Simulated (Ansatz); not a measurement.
# Rh: enthalpy against pressure

Rh, P6_3/mmc, a = 2.689 Å, c = 4.329 Å. This isn't the element's structure at ambient conditions. Ansatz: PBEsol, PAW, 420 eV, Γ-centred 18×18×10 mesh on 2 atoms, Gaussian smearing 0.10 eV; no spin polarisation. Cell and atoms are relaxed at each pressure, and no other structure is tried, so the rows at high pressure may lie past a change of phase. y is the enthalpy over the state at zero pressure; there V0 = 13.551 Å³/atom. The pressures are the targets, met within 0.03 GPa.

| P (GPa) | y (eV/atom) |
| --- | --- |
| -1.0 | -0.0847 |
| 0.0 | 0.0000 |
| 1.0 | 0.0844 |
| 4.0 | 0.3360 |
| 12.0 | ? |
| 25.0 | 2.0364 |
| 50.0 | 3.9517 |
| 90.0 | 6.8379 |

Fit y = c1 P + c2 P² + c3 P³ to the other rows, say what c1 and c2 mean, and predict the missing value.

Least squares on the rows shown. y = 0.084312 P − 0.00012185 P² + 3.2485×10⁻⁷ P³. Since dH/dP = V, c1 is V0: 0.084312 eV/GPa × 160.2 = 13.507 Å³ against 13.551; c2 = −V0/(2B0) gives B0 = 346 GPa, where a Birch–Murnaghan fit to the volumes of the same runs (not shown) gives 294 GPa: a cubic over this range folds the higher terms into c2. At P = 12.0 the fit asked for gives 0.9948 eV/atom. The run gave 0.9955 eV/atom, so the fit is 0.0007 eV/atom too low, 0.01 % of the span of the series, against an rms of 0.0003 eV/atom on the fitted rows. With a term in P⁴ added, a fit to the same known rows predicts 0.9956 eV/atom, so most of the miss is curvature that the known rows already hold.